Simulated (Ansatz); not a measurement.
# BaS (zincblende): the equilibrium volume

Aim: the volume at which the pressure of BaS (zincblende) vanishes. This structure was made by substitution into a known type, so it needn't be the compound's stable form.

Method: DFT PBEsol, scalar-relativistic, plane waves, PAW, in Ansatz 0.2.0.

## (1) Starting point

The structure is cubic, space group F-43m (No. 216). Conventional cell: a = 6.988 Å, b = 6.988 Å, c = 6.988 Å, α = 90.00°, β = 90.00°, γ = 90.00°. Ba (site symmetry -43m) is surrounded by 4 S at 3.03 Å. S (site symmetry -43m) is surrounded by 4 Ba at 3.03 Å.

Coordinates:

```cif
data_structure
_symmetry_space_group_name_H-M 'F-43m'
_symmetry_Int_Tables_number 216
_cell_length_a 6.9883
_cell_length_b 6.9883
_cell_length_c 6.9883
_cell_angle_alpha 90.000
_cell_angle_beta 90.000
_cell_angle_gamma 90.000
_cell_volume 341.29
loop_
_atom_site_label
_atom_site_type_symbol
_atom_site_symmetry_multiplicity
_atom_site_Wyckoff_symbol
_atom_site_fract_x
_atom_site_fract_y
_atom_site_fract_z
_atom_site_occupancy
Ba1 Ba 4 a 0.00000 0.00000 0.00000 1
S1 S 4 d 0.25000 0.25000 0.75000 1
```

## (2) The first run

File input.yaml:

```yaml
crystal:
  lattice:
    - [0.0, 3.494163004, 3.494163004]
    - [3.494163004, 0.0, 3.494163004]
    - [3.494163004, 3.494163004, 0.0]
  atoms:
    - { symbol: Ba, position: [0.0, 0.0, 0.0] }
    - { symbol: S, position: [0.25, 0.25, 0.25] }
basis:
  ecutwfc: 420
  ecutrho_ratio: 4
kpoints:
  mp_grid: { grid: [8, 8, 8] }
hamiltonian:
  xc: pbesol
scf:
  occupations: { method: gaussian, width: 0.05 }
output:
  forces: true
  stress: true
  eigenvalues: true
```

Run with:

```sh
$ ansatz run input.yaml --threads 4 --pin off --max-ram 8192MiB --backend cpu --events-out ev --progress --plain --runs-dir out
```

The log of the run, shortened:

```text
Warning: RAYON_NUM_THREADS=4 ignored (pool sized by the plan → 4); use --threads N
[...]
Pseudopotentials: kind: paw
Pseudopotential: Ba, paw, valence charge 10, recommended cutoff 420 eV (normal), Ba.paw.azcp
Pseudopotential: S, paw, valence charge 6, recommended cutoff 420 eV (normal), S.paw.azcp
Functional definition: PBEsol
[...]
Crystal: 2 atoms, lattice volume = 85.322 Å³
Basis set: ecut = 420 eV, 1687 PW (Γ), exchange–correlation on 72×72×72 points (8 copies of the dense FFT grid, shifted against one another)
Bands: 12, of which v1, the nominal top of the filled ones, is band 8 counted from 1 (7 counted from 0)
Symmetry: 24 space group operations
Space group: F-43m (ITA 216), of the structure as read, at distance tolerance 4.4e-5 Å
k-points: 29 of 512 (time reversal used)
[...]
SCF iter   1: F=—  HF=-6751.232311 eV  |F-HF|=—  |Δ(HF+E_count)|=         —  Δρ=1.82e-3  dr2=4.37e-3  ethr=1.77e-3  ⟨swp⟩=10.5  Hψ=3013  notcnv=0
[...]
SCF iter   6: F=-6751.235128 eV  HF=-6751.235128 eV  |F-HF|=1.32e-8  |Δ(HF+E_count)|=   1.76e-6  Δρ=4.47e-6  dr2=3.08e-8  ethr=6.25e-10  ⟨swp⟩=8.8  Hψ=2269  notcnv=0
[...]
SCF converged after 6 iterations
Free energy (F): -6751.235128 eV
[...]
E sigma→0 (E₀):  -6751.235128 eV
Fermi energy:    4.491005 eV
[...]
--- Forces (eV/Å), atoms counted from 1 ---
  atom   1  Ba     0.00000000    -0.00000000    -0.00000000
  atom   2  S     -0.00000000     0.00000000     0.00000000
[...]
--- Stress (GPa, compression-positive) ---
       -0.635075       0.000000      -0.000000
       -0.000000      -0.635075       0.000000
       -0.000000       0.000000      -0.635075
  P = ⅓ Tr σ = -0.6351 GPa (-6.351 kbar)
--- Band table (eV; the first three rows and the last of 29) ---
  k-point 0: bands = ["-22.7786", "-7.9548", "-7.9548", "-7.9548", "-6.7472", "2.4476", "2.4476", "2.4476", "5.8121", "8.2309", "8.2309", "9.9390"]
[...]
```

Run time: 0.42 s. Hardware: 4 threads of AMD EPYC 9R45 (Zen 5), shared host; peak memory 0.45 GiB.

Result: volume 42.661 Å³/atom, pressure -0.64 GPa, gap on the mesh 2.64 eV.

## (3) Volume 42.480 Å³/atom

Edit input.yaml of step 2 so:

```diff
@@ -2,5 +2,5 @@
   lattice:
-    - [0.0, 3.494163004, 3.494163004]
-    - [3.494163004, 0.0, 3.494163004]
-    - [3.494163004, 3.494163004, 0.0]
+    - [0.0, 3.4892247916, 3.4892247916]
+    - [3.4892247916, 0.0, 3.4892247916]
+    - [3.4892247916, 3.4892247916, 0.0]
   atoms:
```

Run with:

```sh
$ ansatz run input.yaml --threads 4 --pin off --max-ram 8192MiB --backend cpu --events-out ev --progress --plain --runs-dir out
```

The log of the run, shortened:

```text
Warning: RAYON_NUM_THREADS=4 ignored (pool sized by the plan → 4); use --threads N
[...]
[... 4 set-up lines as earlier in the session ...]
[...]
Crystal: 2 atoms, lattice volume = 84.960 Å³
Basis set: ecut = 420 eV, 1639 PW (Γ), exchange–correlation on 72×72×72 points (8 copies of the dense FFT grid, shifted against one another)
Bands: 12, of which v1, the nominal top of the filled ones, is band 8 counted from 1 (7 counted from 0)
[... 2 set-up lines as earlier in the session ...]
k-points: 29 of 512 (time reversal used)
[...]
SCF iter   1: F=—  HF=-6751.233608 eV  |F-HF|=—  |Δ(HF+E_count)|=         —  Δρ=1.84e-3  dr2=4.43e-3  ethr=1.77e-3  ⟨swp⟩=10.8  Hψ=3030  notcnv=0
[...]
SCF iter   6: F=-6751.236429 eV  HF=-6751.236429 eV  |F-HF|=4.67e-9  |Δ(HF+E_count)|=   1.48e-6  Δρ=3.96e-6  dr2=2.25e-8  ethr=6.25e-10  ⟨swp⟩=8.5  Hψ=2258  notcnv=0
[...]
SCF converged after 6 iterations
Free energy (F): -6751.236429 eV
[...]
E sigma→0 (E₀):  -6751.236429 eV
Fermi energy:    4.525336 eV
[...]
--- Forces (eV/Å), atoms counted from 1 ---
  atom   1  Ba     0.00000000    -0.00000000     0.00000000
  atom   2  S     -0.00000000     0.00000000     0.00000000
[...]
--- Stress (GPa, compression-positive) ---
       -0.518200       0.000000      -0.000000
        0.000000      -0.518200       0.000000
       -0.000000       0.000000      -0.518200
  P = ⅓ Tr σ = -0.5182 GPa (-5.182 kbar)
--- Band table (eV; the first three rows and the last of 29) ---
  k-point 0: bands = ["-22.7344", "-7.9119", "-7.9119", "-7.9119", "-6.7221", "2.4715", "2.4715", "2.4715", "5.8490", "8.2679", "8.2679", "9.9820"]
[...]
```

Wall time 0.44 s (4 threads of AMD EPYC 9R45 (Zen 5), shared host); peak memory 0.44 GiB.

Result: volume 42.480 Å³/atom, pressure -0.52 GPa, mesh gap 2.65 eV.

## (4) Volume 41.727 Å³/atom

Edit input.yaml of step 3 so:

```diff
@@ -2,5 +2,5 @@
   lattice:
-    - [0.0, 3.4892247916, 3.4892247916]
-    - [3.4892247916, 0.0, 3.4892247916]
-    - [3.4892247916, 3.4892247916, 0.0]
+    - [0.0, 3.4684755003, 3.4684755003]
+    - [3.4684755003, 0.0, 3.4684755003]
+    - [3.4684755003, 3.4684755003, 0.0]
   atoms:
```

Run with:

```sh
$ ansatz run input.yaml --threads 4 --pin off --max-ram 8192MiB --backend cpu --events-out ev --progress --plain --runs-dir out
```

The log of the run, shortened:

```text
Warning: RAYON_NUM_THREADS=4 ignored (pool sized by the plan → 4); use --threads N
[...]
[... 4 set-up lines as earlier in the session ...]
[...]
Crystal: 2 atoms, lattice volume = 83.454 Å³
Basis set: ecut = 420 eV, 1639 PW (Γ), exchange–correlation on 72×72×72 points (8 copies of the dense FFT grid, shifted against one another)
Bands: 12, of which v1, the nominal top of the filled ones, is band 8 counted from 1 (7 counted from 0)
[... 2 set-up lines as earlier in the session ...]
k-points: 29 of 512 (time reversal used)
[...]
SCF iter   1: F=—  HF=-6751.236323 eV  |F-HF|=—  |Δ(HF+E_count)|=         —  Δρ=1.89e-3  dr2=4.52e-3  ethr=1.77e-3  ⟨swp⟩=10.6  Hψ=3024  notcnv=0
[...]
SCF iter   6: F=-6751.238912 eV  HF=-6751.238912 eV  |F-HF|=4.29e-9  |Δ(HF+E_count)|=   1.07e-6  Δρ=3.85e-6  dr2=1.98e-8  ethr=6.25e-10  ⟨swp⟩=8.4  Hψ=2208  notcnv=0
[...]
SCF converged after 6 iterations
Free energy (F): -6751.238912 eV
[...]
E sigma→0 (E₀):  -6751.238912 eV
Fermi energy:    4.671906 eV
[...]
--- Forces (eV/Å), atoms counted from 1 ---
  atom   1  Ba     0.00000000    -0.00000000     0.00000000
  atom   2  S     -0.00000000     0.00000000    -0.00000000
[...]
--- Stress (GPa, compression-positive) ---
       -0.002251      -0.000000      -0.000000
        0.000000      -0.002251       0.000000
       -0.000000       0.000000      -0.002251
  P = ⅓ Tr σ = -0.0023 GPa (-0.023 kbar)
--- Band table (eV; the first three rows and the last of 29) ---
  k-point 0: bands = ["-22.5473", "-7.7301", "-7.7301", "-7.7301", "-6.6144", "2.5732", "2.5732", "2.5732", "6.0060", "8.4251", "8.4251", "10.1643"]
[...]
```

It took 0.43 s on 4 threads of AMD EPYC 9R45 (Zen 5), shared host; peak memory 0.45 GiB.

In short: volume 41.727 Å³/atom, pressure 0.00 GPa, mesh gap 2.67 eV.

## (5) The volume search in one table

| step | level | mesh | relaxed | volume (Å³/atom) | pressure (GPa) |
| --- | --- | --- | --- | --- | --- |
| 2 | PBEsol | 8×8×8 | nothing | 42.661 | -0.64 |
| 3 | PBEsol | 8×8×8 | nothing | 42.480 | -0.52 |
| 4 | PBEsol | 8×8×8 | nothing | 41.727 | 0.00 |

How the cell compares, before and after:

| cell as typed | before | after | change |
| --- | --- | --- | --- |
| a (Å) | 4.941 | 4.905 | -0.7 % |
| b (Å) | 4.941 | 4.905 | -0.7 % |
| c (Å) | 4.941 | 4.905 | -0.7 % |
| volume (Å³/atom) | 42.661 | 41.727 | -2.2 % |
| shortest distance (Å) | 3.026 | 3.004 | -0.7 % |
| space group | F-43m | F-43m | same |

## (6) Results

```
         quantity                                                                      value
           volume                                                             41.727 Å³/atom
         pressure                                                                   0.00 GPa
conventional cell  a = 6.937 Å, b = 6.937 Å, c = 6.937 Å, α = 90.00°, β = 90.00°, γ = 90.00°
  gap on the mesh                                                                    2.67 eV
```

**Reading.** Over the 3 runs shown the cell moved from 42.66 to 41.73 Å³/atom, a change of -2.2 %, where the pressure is zero within 0.01 GPa.

The gaps are Kohn-Sham values of a semilocal functional, not quasiparticle or optical gaps. Such gaps usually fall short of the measured ones.
